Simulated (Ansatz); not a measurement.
## Structural relaxation of random wurtzite alloy of AlN and GaN (72 atoms)

Aim: bring random wurtzite alloy of AlN and GaN (72 atoms) to a nearby minimum of the energy and see what moves.

Calculated with Ansatz 0.2.0; Kohn-Sham DFT, PBE, PAW (set soft_2), plane waves.

## (1) The structure

The cell holds 72 atoms: 32 Al, 36 N and 4 Ga. Its edges and angles: a = 9.362 Å, b = 9.362 Å, c = 10.009 Å, α = 90.0°, β = 90.0°, γ = 120.0°. It derives from AlN (wurtzite) and GaN, repeated 3×3×2. Wurtzite AlN, 3 x 3 x 2 conventional cells, 4 of 36 Al sites given to Ga at random (x = 0.111), lattice by Vegard's rule (a = 3.121 Å, c = 5.005 Å); not relaxed, displaced by a Gaussian of 0.02 Å.

Coordinates:

```xyz
72
Lattice="9.3618 0.0000 0.0000 -4.6809 8.1076 0.0000 0.0000 0.0000 10.0092" Properties=species:S:1:pos:R:3 pbc="T T T"
Al    0.0066    0.0173    0.0108
N    -0.0149    1.8253    0.5973
Al   -0.0002    1.8012    2.4832
N     9.3237    0.0129    3.0840
Al    0.0060    0.0131    4.9957
N    -0.0258    1.8199    5.6021
Al   -0.0129    1.8159    7.4788
N     0.0060    0.0386    8.0907
Al    7.7809    2.7275    0.0045
N    -1.6047    4.4774    0.5954
Al   -1.5785    4.4967    2.4871
N     7.7844    2.7126    3.1034
Ga   -1.5647    2.7388    4.9685
N    -1.5645    4.4978    5.6096
Al   -1.5848    4.4761    7.5061
N     7.7893    2.7160    8.0931
Al    6.2139    5.3912    9.9822
N    -3.1171    7.1960    0.5761
Al   -3.1397    7.2102    2.5409
N     6.2207    5.3880    3.0890
Al    6.1974    5.3825    5.0308
N    -3.1162    7.2049    5.6203
Al   -3.0943    7.2167    7.4976
N    -3.1215    5.4350    8.0712
Al    3.1523    0.0086    0.0056
N     3.1436    1.8058    0.5874
Al    3.1189    1.8412    2.4838
N    -1.5799    8.0979    3.1143
Al   -1.5481    8.0917    5.0255
N     3.1381    1.7782    5.5788
Al    3.1297    1.8000    7.4971
N     3.1057    0.0002    8.1212
Al    1.5959    2.6964   10.0031
N     1.5594    4.5264    0.6075
Al    1.5711    4.4777    2.4930
N     1.5541    2.7311    3.1257
Al    1.5792    2.7211    5.0265
N     1.5796    4.5585    5.5945
Al    1.6002    4.5371    7.5260
N     1.5710    2.7220    8.0695
Al   -0.0346    5.4030    9.9976
N    -0.0010    7.2062    0.6434
Al   -0.0135    7.1844    2.5030
N    -0.0141    5.4039    3.0905
Al   -0.0044    5.3960    5.0073
N    -0.0304    7.2013    5.6137
Ga    0.0066    7.2292    7.4948
N     0.0200    5.4299    8.0925
Ga    6.2603    0.0281    0.0182
N     6.2549    1.8257    0.5612
Al    6.2552    1.8034    2.4854
N     1.5846    8.0924    3.1146
Al    6.2345    0.0311    5.0313
N     6.2005    1.8313    5.6244
Al    6.2931    1.7880    7.5426
N     6.2421    0.0288    8.1023
Al    4.6735    2.7001    9.9914
N     4.6711    4.5055    0.6172
Al    4.6632    4.4872    2.4936
N     4.6941    2.6965    3.0828
Al    4.6688    2.6968    4.9723
N     4.6847    4.5258    5.6066
Al    4.6630    4.4986    7.4954
N     4.6713    2.6880    8.1153
Al    3.1107    5.4036    0.0161
N     3.1236    7.2661    0.5911
Ga    3.1184    7.1868    2.4964
N     3.1394    5.3966    3.0935
Al    3.1487    5.3579    5.0337
N     3.1460    7.2002    5.5600
Al    3.1114    7.2130    7.4941
N     3.1019    5.3970    8.1008
```

What the set-up can't give: The host structure and its lattice constant were typed by rule, without a check against the phase diagram. Only the Γ point is sampled, in a cell whose shortest periodic width is 8 Å.

## (2) Single point at the start

The forces at the start show how far the geometry lies from a minimum of this functional.

Contents of input.yaml:

```yaml
crystal:
  lattice:
    - [9.3618, 0.0, 0.0]
    - [-4.6809, 8.10756, 0.0]
    - [0.0, 0.0, 10.0092]
  atoms:
    - { symbol: Al, position: [0.00177, 0.00213, 0.00108] }
    - { symbol: "N", position: [0.11097, 0.22513, 0.05968] }
    - { symbol: Al, position: [0.11106, 0.22216, 0.24809] }
    - { symbol: "N", position: [0.99673, 0.00159, 0.30812] }
    [... 62 atom lines left out ...]
    - { symbol: Ga, position: [0.77631, 0.88643, 0.24941] }
    - { symbol: "N", position: [0.66816, 0.66563, 0.30907] }
    - { symbol: Al, position: [0.66676, 0.66085, 0.50291] }
    - { symbol: "N", position: [0.78009, 0.88808, 0.55549] }
    - { symbol: Al, position: [0.77718, 0.88966, 0.74872] }
    - { symbol: "N", position: [0.66418, 0.66568, 0.80934] }
kpoints:
  mp_grid: { grid: [1, 1, 1] }
hamiltonian:
  xc: pbe
scf:
  occupations: { method: fixed }
output:
  forces: true
  stress: true
  populations: true
  dos:
    method: { smearing: { sigma: 0.08 } }
    de: 0.1
    projected: { site_lists: { Al: [Al], Ga: [Ga], "N": ["N"] } }
  eigenvalues: true
```

Launch:

```
$ ansatz run input.yaml --threads 4 --pin off --max-ram 8192MiB --backend cpu --events-out ev --progress --plain --runs-dir out
```

Numbers of over 12 decimals in the logs are rounded to 6 here.

Log:

```text
Engine: ansatz 0.2.0, aarch64-unknown-linux-gnu
Pseudopotentials: kind: paw
Pseudopotential: Al, paw, valence charge 3, recommended cutoff 420 eV (normal), Al.paw.azcp
Pseudopotential: N, paw, valence charge 5, recommended cutoff 420 eV (normal), N.paw.azcp
Pseudopotential: Ga, paw, valence charge 13, recommended cutoff 420 eV (normal), Ga.paw.azcp
Functional definition: PBE
  parameter kappa = 0.804
  parameter beta = 0.066725
  exchange = pbe_x(kappa = kappa, mu = beta*pi^2/3)
  correlation = pbe_c(beta = beta)
Crystal: 72 atoms, lattice volume = 759.712 Å³
Basis set: ecut = 420 eV, 14817 PW (Γ), exchange–correlation on 128×128×144 points (8 copies of the dense FFT grid, shifted against one another)
Bands: 236, of which v1, the nominal top of the filled ones, is band 164 counted from 1 (163 counted from 0)
Symmetry: 1 space group operations
Space group: P1 (ITA 1), of the structure as read, at distance tolerance 9.1e-5 Å
k-points: 1
Non-local potential: Al, projectors of the file, l = 0: 2, l = 1: 2, l = 2: 1
Non-local potential: N, projectors of the file, l = 0: 2, l = 1: 2, l = 2: 1
Non-local potential: Ga, projectors of the file, l = 0: 2, l = 1: 2, l = 2: 3, l = 3: 1
PAW form: soft (Blöchl's): semilocal exchange-correlation on the pseudo side does not see the compensation charge
PAW one-centre angular grid: Al, 110 points (default); XC on 64 Gauss nodes
PAW one-centre angular grid: N, 110 points (default); XC on 64 Gauss nodes
PAW one-centre angular grid: Ga, 590 points (default); XC on 64 Gauss nodes
Initial density: superposition of atomic densities (neutral atoms: chi_scale 0, normalization atom), corrected by the library's trained network
Initial wavefunctions: pseudopotential atomic-orbital guess
Functional: x = pbe(κ = 0.804, μ = 0.219515), c = pbe(β = 0.066725)
SCF iter   1: F=—  HF=-46242.646696 eV  |F-HF|=—  |Δ(HF+E_count)|=         —  Δρ=3.97e-3  dr2=1.24e-1  ethr=1.77e-3  ⟨swp⟩=5.0  Hψ=861  notcnv=0  defer=69
preconditioner: auto → Resta (q_TF=auto, 2.372 Å⁻¹)  ε∞=4.1  [insulator: Δε(μ)=3.858 eV  Ē_g=13.931 eV  n_scr=162 (ndim 8)  ℏωp=24.4 eV  f_vac=0.000  ε∞_Penn≈4.1]
SCF iter   2: F=—  HF=-46242.616159 eV  |F-HF|=—  |Δ(HF+E_count)|=   3.05e-2  Δρ=1.54e-3  dr2=1.16e-2  ethr=3.78e-5  ⟨swp⟩=2.0  Hψ=343  notcnv=0  defer=70
SCF iter   3: F=—  HF=-46242.617024 eV  |F-HF|=—  |Δ(HF+E_count)|=   8.65e-4  Δρ=7.39e-4  dr2=3.15e-3  ethr=3.55e-6  ⟨swp⟩=2.0  Hψ=174  notcnv=0  defer=70
SCF iter   4: F=—  HF=-46242.617638 eV  |F-HF|=—  |Δ(HF+E_count)|=   6.15e-4  Δρ=1.32e-4  dr2=1.05e-4  ethr=9.60e-7  ⟨swp⟩=2.0  Hψ=305  notcnv=0  defer=70
SCF iter   5: F=—  HF=-46242.617630 eV  |F-HF|=—  |Δ(HF+E_count)|=   8.58e-6  Δρ=6.40e-5  dr2=2.39e-5  ethr=3.19e-8  ⟨swp⟩=2.0  Hψ=336  notcnv=0  defer=64
SCF iter   6: F=—  HF=-46242.615245 eV  |F-HF|=—  |Δ(HF+E_count)|=   2.39e-3  Δρ=3.07e-5  dr2=6.50e-6  ethr=7.30e-9  ⟨swp⟩=2.0  Hψ=400  notcnv=0  defer=64
SCF iter   7: F=—  HF=-46242.615246 eV  |F-HF|=—  |Δ(HF+E_count)|=   7.11e-7  Δρ=7.69e-6  dr2=4.03e-7  ethr=1.98e-9  ⟨swp⟩=2.0  Hψ=333  notcnv=0  defer=64
SCF iter   8: F=-46242.615246 eV  HF=-46242.615246 eV  |F-HF|=4.12e-9  |Δ(HF+E_count)|=   1.30e-7  Δρ=1.84e-6  dr2=2.60e-8  ethr=3.05e-11  ⟨swp⟩=21.0  Hψ=1638  notcnv=0
SCF 1 converged in 8 iterations: F = -46242.615246 eV  dr2 = 2.60e-8
  greatest PAW one-centre occupation: 0.996 electrons in one spin orbital (limit 2), on the Ga atom at site 66 (counted from 0), in its partial waves of l = 2
SCF converged after 8 iterations
Free energy (F): -46242.615246 eV
Harris-Foulkes:  -46242.615246 eV  (|F-HF|=4.12e-9)
Internal energy: -46242.615246 eV  (E = F + TS)
E sigma→0 (E₀):  -46242.615246 eV
Fermi energy:    7.564269 eV
--- Per-component energies (eV) ---
  E_band       = 429.641712
  E_kinetic    = 6108.773456
  E_local      = -18462.308586  (includes V_loc(G=0)·N_el)
  E_nonlocal   = 3667.588300
  E_hartree    = 7802.632268
  E_xc         = -3776.382426
  E_vxc        = -3994.864146  (∫ρ·V_xc dr)
  E_paw        = -27527.633388  (= ΣΔE_a)
  E_vpaw       = -2494.811548  (= ΣTr[D̂ρ^β])
  E_aug_tail   = 0.002903  (compensation charges beyond the density's cutoff)
  E_ewald      = -14055.287774
  E_smearing   = -0.000000  (= −TS)
  E_closure    = -0.000000  (closes the sum)
  Σ components = -46242.615246   (vs F -46242.615246, Δ=0.00e0)
--- Forces (eV/Å), atoms counted from 1 ---
  atom   1  Al     0.25768815     0.04411048    -0.33428824
  atom   2  N      0.47686021     0.10820913    -0.25931377
  atom   3  Al    -0.15159835     0.23918200     0.47779627
  atom   4  N      1.61335879     0.59416118     0.50764642
  atom   5  Al    -0.07100843    -0.03850919     0.19308004
  atom   6  N      1.34010187    -0.42345134    -0.09609639
  atom   7  Al     0.26639709     0.10587699     0.47830398
  atom   8  N     -0.18005703    -0.50922819     0.04464496
  atom   9  Al     0.55701167    -0.42823526    -0.29101375
  atom  10  N      0.39800770     0.68545796    -0.33620373
  atom  11  Al     0.00111847     0.34144919     0.38732268
  atom  12  N      0.30948702    -0.16465421    -1.87342578
  atom  13  Ga    -0.39511457    -0.69392945     0.67279302
  atom  14  N     -0.13327265     1.36721698     0.25932469
[...]
atom  71  Al     0.50244378     0.12261518    -0.03643894
  atom  72  N      0.85892805     0.61231723     0.26107733
  max |Σ_I F_I| component: 3.22e-4 eV/Å
--- Stress (GPa, compression-positive) ---
        4.985691       0.157399       0.215043
        0.157399       5.073682      -0.254732
        0.215041      -0.254733       3.730359
  P = ⅓ Tr σ = 4.5966 GPa (45.966 kbar)
--- Band table (eV) ---
  k-point 0: bands = ["-7.8026", "-7.0477", "-7.0272", "-6.8587", [... 220 levels ...], "17.1531", "17.1652", "17.4376", "17.5004", "17.5624", "17.6090", "17.6200", "17.6976", "17.7349", "17.7557", "17.9515", "18.3410"]
--- Löwdin populations: 72 sites ---
  site symbol       q [e]
     0     Al      1.8915
     1      N      6.0391
     2     Al      1.8834
[...]
71      N      6.0486
  spilling = 0.006833 (of n_electrons = 328.000000)
```

Wall time 8.6 s (4 threads of Arm Neoverse V1, shared host); peak memory 0.9 GiB; 29 s of CPU time.

The run gave:

```yaml
free_energy: -46242.6152 eV
free_energy_per_atom: -642.2585 eV/atom
scf_cycles: 8
pressure: 4.597 GPa
r_m_s_force_component: 0.5441 eV/Å
longest_force: 2.05 eV/Å
fermi_energy: 7.564 eV
spacing_of_highest_filled_and_lowest_empty_level: 3.837 eV
spilling_of_the_projection: 0.006833
```

The r.m.s. force component of 0.54 eV/Å and the pressure of 4.6 GPa set the starting point.

Length of the force by element:

| element | coordination | atoms | mean length of the force (eV/Å) | spread | least | most |
| --- | --- | --- | --- | --- | --- | --- |
| Al | all | 32 | 0.715 | 0.351 | 0.150 | 1.67 |
| Ga | all | 4 | 0.647 | 0.323 | 0.235 | 1.04 |
| N | all | 36 | 0.953 | 0.498 | 0.231 | 2.05 |

## (3) Cell and atoms relaxed

Cell and atoms are freed together, to release stress as well as forces.

input.yaml, the sections that differ from step 2:

```yaml
output:
  forces: true
relax:
  f_tol: 0.05
  max_steps: 200
  cell: {}
# crystal, kpoints, hamiltonian, scf: as in step 2
```

Log:

```text
[...]
Crystal: 72 atoms, lattice volume = 759.712 Å³
Basis set: ecut = 420 eV, 14817 PW (Γ), exchange–correlation on 128×128×144 points (8 copies of the dense FFT grid, shifted against one another)
Bands: 236, of which v1, the nominal top of the filled ones, is band 164 counted from 1 (163 counted from 0)
Symmetry: 1 space group operations
[...]
k-points: 1
[...]
SCF iter   1: F=—  HF=-46242.645376 eV  |F-HF|=—  |Δ(HF+E_count)|=         —  Δρ=3.96e-3  dr2=1.23e-1  ethr=1.77e-3  ⟨swp⟩=5.0  Hψ=803  notcnv=0  defer=69
[...]
SCF iter   3: F=—  HF=-46242.617043 eV  |F-HF|=—  |Δ(HF+E_count)|=   8.63e-4  Δρ=7.33e-4  dr2=3.12e-3  ethr=3.54e-6  ⟨swp⟩=2.0  Hψ=174  notcnv=0  defer=45
automatic band count: iteration 3 solves 211 bands in place of 236: the levels show a gap, and the empty bands left out lie too high to hold charge; the band table lists the bands solved (type scf.n_extra_bands for more)
SCF iter   4: F=—  HF=-46242.617645 eV  |F-HF|=—  |Δ(HF+E_count)|=   6.02e-4  Δρ=1.39e-4  dr2=1.17e-4  ethr=9.51e-7  ⟨swp⟩=2.0  Hψ=305  notcnv=0  defer=45
[...]
SCF iter   8: F=-46242.615246 eV  HF=-46242.615246 eV  |F-HF|=6.64e-9  |Δ(HF+E_count)|=   1.84e-7  Δρ=1.96e-6  dr2=2.89e-8  ethr=3.05e-11  ⟨swp⟩=4.0  Hψ=651  notcnv=0
SCF 1 converged in 8 iterations: F = -46242.615246 eV  dr2 = 2.89e-8
[...]
relax step   1: F+E_penalty+E_count = -46242.61524570 eV  Δ(F+E_penalty+E_count) = +0.000e0 eV  max|allowed force component| = 1.873e0 eV/Å  Δτ_max = 0.0000 Å  P = +4.597 GPa  Ω = 759.712 Å³  (8 SCF iters, dr2 threshold 1.00e-7 eV, accepted)
[...]
relax step   2: F+E_penalty+E_count = -46243.71981145 eV  Δ(F+E_penalty+E_count) = -1.105e0 eV  max|allowed force component| = 9.048e-1 eV/Å  Δτ_max = 0.0571 Å  P = +1.881 GPa  Ω = 768.128 Å³  energy of the carried Pulay correction = -2.704e-2 eV  (6 SCF iters, dr2 threshold 7.20e-6 eV, accepted)
[...]
relax step   3: F+E_penalty+E_count = -46244.08053651 eV  Δ(F+E_penalty+E_count) = -3.607e-1 eV  max|allowed force component| = 6.405e-2 eV/Å  Δτ_max = 0.0466 Å  P = +0.047 GPa  Ω = 774.403 Å³  energy of the carried Pulay correction = -4.701e-2 eV  (6 SCF iters, dr2 threshold 7.20e-6 eV, accepted)
[...]
relax step   4: F+E_penalty+E_count = -46244.08172151 eV  Δ(F+E_penalty+E_count) = -1.185e-3 eV  max|allowed force component| = 5.418e-3 eV/Å  Δτ_max = 0.0044 Å  P = +0.006 GPa  Ω = 774.578 Å³  energy of the carried Pulay correction = -4.756e-2 eV  (6 SCF iters, dr2 threshold 2.56e-7 eV, accepted)
relax step   5: F+E_penalty+E_count = -46244.13038900 eV  Δ(F+E_penalty+E_count) = -4.867e-2 eV  max|allowed force component| = 5.493e-3 eV/Å  Δτ_max = 0.0000 Å  P = +0.120 GPa  Ω = 774.578 Å³  stress off target by 1.30e-1 GPa  SCF on the basis re-selected at this cell (its energy is not comparable with the rows above)  (6 SCF iters)
[...]
relax step   6: F+E_penalty+E_count = -46244.12904526 eV  Δ(F+E_penalty+E_count) = +1.344e-3 eV  max|allowed force component| = 1.283e-3 eV/Å  Δτ_max = 0.0004 Å  P = +0.000 GPa  Ω = 775.053 Å³  energy of the carried Pulay correction = -1.538e-3 eV  (5 SCF iters, dr2 threshold 4.19e-8 eV, accepted)
[...]
relax step   7: F+E_penalty+E_count = -46244.13011150 eV  Δ(F+E_penalty+E_count) = -1.066e-3 eV  max|allowed force component| = 1.280e-3 eV/Å  Δτ_max = 0.0000 Å  P = +0.002 GPa  Ω = 775.053 Å³  stress off target by 4.24e-3 GPa  SCF on the basis re-selected at this cell (its energy is not comparable with the rows above)  (5 SCF iters)
[...]
SCF converged after 5 iterations
Free energy (F): -46244.130112 eV
[...]
Internal energy: -46244.130112 eV  (E = F + TS)
E sigma→0 (E₀):  -46244.130112 eV
Fermi energy:    7.348807 eV
[...]
--- Forces (eV/Å), atoms counted from 1 ---
  atom   1  Al     0.00009135    -0.00008434    -0.00005060
  atom   2  N      0.00017516     0.00033040     0.00062532
  atom   3  Al     0.00032096    -0.00035721    -0.00056046
  atom   4  N      0.00101983     0.00036706     0.00051765
  atom   5  Al    -0.00008059     0.00025664    -0.00086207
  atom   6  N      0.00022594    -0.00025897     0.00072725
  atom   7  Al     0.00028799    -0.00005580    -0.00080182
  atom   8  N     -0.00025924     0.00008442     0.00029719
  atom   9  Al    -0.00001228    -0.00003718    -0.00026505
  atom  10  N      0.00011319     0.00016354     0.00041135
  atom  11  Al     0.00001418     0.00024040    -0.00024231
  atom  12  N     -0.00016010     0.00016160     0.00023748
  atom  13  Ga     0.00035457     0.00068091     0.00024669
  atom  14  N     -0.00009323     0.00016870     0.00041015
[...]
atom  71  Al     0.00001744    -0.00036767     0.00003750
  atom  72  N      0.00028091     0.00012466     0.00045418
  max |Σ_I F_I| component: 1.54e-4 eV/Å
--- Stress (GPa, compression-positive) ---
        0.001446      -0.000868       0.000556
       -0.000868       0.003648      -0.000911
        0.000555      -0.000912       0.000524
  P = ⅓ Tr σ = 0.0019 GPa (0.019 kbar)
--- Relaxed structure (5 steps of the walk, 5 accepted, 2 SCFs on fresh bases) ---
  F+E_penalty+E_count = -46244.13011150 eV   max|allowed force component| = 1.280e-3 eV/Å   (the final SCF, on the basis selected at the relaxed cell)
  cell:  # Å, volume = 775.0527 Å³
    - [9.444663, -0.000143979, -4.446188319156955e-5]
    - [-4.722456, 8.179776, -0.000424597]
    - [-4.753657215931315e-5, -0.000551632, 10.032454]
  atoms:
    - { symbol: Al, position: [0.00176644, 0.000687624, -0.000856072] }
    - { symbol: N, position: [0.111390, 0.222463, 0.057726] }
    - { symbol: Al, position: [0.112544, 0.223060, 0.249252] }
    - { symbol: N, position: [1.006253, 0.00388104, 0.311402] }
[...]
- { symbol: N, position: [0.666523, 0.666796, 0.807758] }
```

Run time: 27 s. Hardware: 4 threads; peak memory 0.87 GiB.

Relaxation path:

| step | energy less that of the first step (eV) | largest force component (eV/Å) | pressure (GPa) | volume (Å³) |
| --- | --- | --- | --- | --- |
| 1 | 0.0000 | 1.8734 | 4.60 | 759.71 |
| 2 | -1.1046 | 0.9048 | 1.88 | 768.13 |
| 3 | -1.4653 | 0.0640 | 0.05 | 774.40 |
| 4 | -1.4665 | 0.0054 | 0.01 | 774.58 |
| 5* | -1.5151 | 0.0055 | 0.12 | 774.58 |
| 6 | -1.5138 | 0.0013 | 0.00 | 775.05 |
| 7* | -1.5149 | 0.0013 | 0.00 | 775.05 |

Relaxation steps marked * repeat the geometry before them on a plane-wave basis chosen anew for their cell, so energy and pressure can jump there.

| cell as run | before | after | change |
| --- | --- | --- | --- |
| a (Å) | 9.362 | 9.445 | +0.9 % |
| b (Å) | 9.362 | 9.445 | +0.9 % |
| c (Å) | 10.009 | 10.032 | +0.2 % |
| volume (Å³/atom) | 10.55 | 10.76 | +2.0 % |

The atoms that moved most (Å, as changes of fractional coordinates times the final cell):

| atom | dx | dy | dz | length |
| --- | --- | --- | --- | --- |
| N66 | 0.037 | -0.081 | -0.044 | 0.099 |
| N46 | 0.023 | 0.007 | -0.094 | 0.097 |
| N4 | 0.079 | 0.019 | 0.033 | 0.088 |
| N52 | -0.061 | 0.046 | -0.013 | 0.077 |
| N12 | 0.020 | -0.004 | -0.075 | 0.077 |
| N6 | 0.064 | -0.032 | 0.020 | 0.074 |
| Al55 | -0.055 | 0.035 | -0.033 | 0.073 |
| N48 | -0.019 | -0.064 | 0.030 | 0.073 |

The relaxation changed the energy by -21.0 meV/atom, and atoms moved by 0.045 Å r.m.s., 0.099 Å at most.

[end of part 1 of 2]

[Logs are printed without paths, hosts, clocks, repeated set-up lines and the standing remarks that a program may print on its own settings, such as how far it seeks lower states.]

[Hosts, paths, dates, database ids (printed as entryN), source tags and the programs' standing remarks are cut or masked in the printed files.]
